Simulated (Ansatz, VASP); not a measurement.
This is a calculation of InP for Ansatz 0.2.0.

File input.yaml:

```yaml
crystal:
  lattice:
    - [0.0, 2.9305, 2.9305]
    - [2.9305, 0.0, 2.9305]
    - [2.9305, 2.9305, 0.0]
  atoms:
    - { symbol: In, position: [0.0, 0.0, 0.0] }
    - { symbol: P, position: [0.75, 0.75, 0.75] }
hamiltonian:
  xc: pbe
  pseudopotentials: { kind: paw }
kpoints:
  mp_grid: { grid: [8, 8, 8] }
  band_path:
    path:
      - [[0.0, 0.0, 0.0], [0.5, 0.0, 0.5], [0.5, 0.25, 0.75], [0.375, 0.375, 0.75], [0.0, 0.0, 0.0], [0.5, 0.5, 0.5], [0.625, 0.25, 0.625], [0.5, 0.25, 0.75], [0.5, 0.5, 0.5], [0.375, 0.375, 0.75]]
      - [[0.625, 0.25, 0.625], [0.5, 0.0, 0.5]]
    npoints: 14
scf:
  occupations: { method: fermi_dirac, width: 0.05 }
  n_extra_bands: 6
output:
  forces: true
  stress: true
  eigenvalues: true
  fatbands: false
```

Potentials or basis: Ansatz PAW.

Command:

```bash
$ ansatz run input.yaml --threads 2 --pin off --max-ram 5632MiB --backend cpu --events-out ev --progress --plain --runs-dir out
```

**Question.** Set up the same calculation for VASP 6.6.1. Potentials there: VASP PAW PBE potentials, release 64 (In_d_GW, P_GW).

**Answer.** As run (the cutoff follows the program's own potentials):

INCAR

```
ALGO = Normal
EDIFF = 1E-7
ENCUT = 600
GGA = PE
ISIF = 2
ISMEAR = -1
LASPH = T
LCHARG = F
LREAL = F
LWAVE = F
NELM = 80
PREC = Accurate
SIGMA = 0.05
```

Contents of KPOINTS:

```
k-points
0
Gamma
  8 8 8
```

The input POSCAR:

```
InP
1.0
    0.0000000000      2.9305000000      2.9305000000
    2.9305000000      0.0000000000      2.9305000000
    2.9305000000      2.9305000000      0.0000000000
In P
1 1
Direct
    0.0000000000      0.0000000000      0.0000000000
    0.7500000000      0.7500000000      0.7500000000
```

Contents of KPOINTS_OPT:

```
path GXWKGLUWLK,UX
20
line-mode
reciprocal
 0.0000000000  0.0000000000  0.0000000000  G
 0.5000000000  0.0000000000  0.5000000000  X

 0.5000000000  0.0000000000  0.5000000000  X
 0.5000000000  0.2500000000  0.7500000000  W

 0.5000000000  0.2500000000  0.7500000000  W
 0.3750000000  0.3750000000  0.7500000000  K

 0.3750000000  0.3750000000  0.7500000000  K
 0.0000000000  0.0000000000  0.0000000000  G

 0.0000000000  0.0000000000  0.0000000000  G
 0.5000000000  0.5000000000  0.5000000000  L

 0.5000000000  0.5000000000  0.5000000000  L
 0.6250000000  0.2500000000  0.6250000000  U

 0.6250000000  0.2500000000  0.6250000000  U
 0.5000000000  0.2500000000  0.7500000000  W

 0.5000000000  0.2500000000  0.7500000000  W
 0.5000000000  0.5000000000  0.5000000000  L

 0.5000000000  0.5000000000  0.5000000000  L
 0.3750000000  0.3750000000  0.7500000000  K

 0.6250000000  0.2500000000  0.6250000000  U
 0.5000000000  0.0000000000  0.5000000000  X
```

Potentials or basis: VASP PAW PBE potentials, release 64 (In_d_GW, P_GW).

Run with:

```sh
$ cat potpaw_PBE.64/In_d_GW/POTCAR potpaw_PBE.64/P_GW/POTCAR > POTCAR
$ mpirun -np 1 vasp_std > vasp.out
```

Both were run:

|  | VASP | Ansatz | Ansatz less VASP |
| --- | --- | --- | --- |
| gap on the k mesh at the Fermi level (eV) | 0.71 | 0.72 | +0.006 |
| least direct gap on the mesh (eV) | 0.71 | 0.72 | +0.006 |
| gap along the band path (eV) | 0.71 | 0.72 | +0.006 |
| pressure (GPa) | 3.3 | 3.3 | +0.08 |

Caveats: spin-orbit coupling is left out, which moves the levels of the heavy elements. As with any semilocal functional, this PBE gap is likely too small.
